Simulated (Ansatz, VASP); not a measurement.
## BeS: VASP beside Ansatz

```xyz
2
Lattice="0.0000 2.4189 2.4189 2.4189 0.0000 2.4189 2.4189 2.4189 0.0000" Properties=species:S:1:pos:R:3 pbc="T T T"
Be    0.0000    0.0000    0.0000
S     3.6283    3.6283    3.6283
```

Alike in both runs: functional PBEsol; k mesh 8 × 8 × 8; occupations gaussian, width 0.02 eV; no spin polarisation.

Ansatz relaxed the structure, and its values are those at the end. VASP's run is a single point on that final structure, the one shown.

|  | VASP | Ansatz |
| --- | --- | --- |
| version | VASP 6.6.1 | Ansatz 0.2.0 |
| potentials or method | VASP PAW PBE potentials, release 64 (Be, S) | scalar-relativistic, plane waves, PAW |
| plane-wave cutoff (eV) | 520 | 420 |
| valence electrons in the cell | 8 | 8 |

Ansatz gave:

```
gap on the k mesh at the Fermi level (eV) : 2.91
least direct gap on the mesh (eV)         : 5.58
pressure (GPa)                            : 0.0
```

Task: Estimate VASP's values.

Result: gap on the k mesh at the Fermi level (eV): 2.91; least direct gap on the mesh (eV): 5.61; pressure (GPa): 0.2.

Caveats: the PAW data sets were made with another functional, which shifts forces and pressure a little (VASP). A k mesh can miss the band edges. Expect the measured gap to be larger: semilocal functionals such as PBEsol lack the derivative discontinuity.
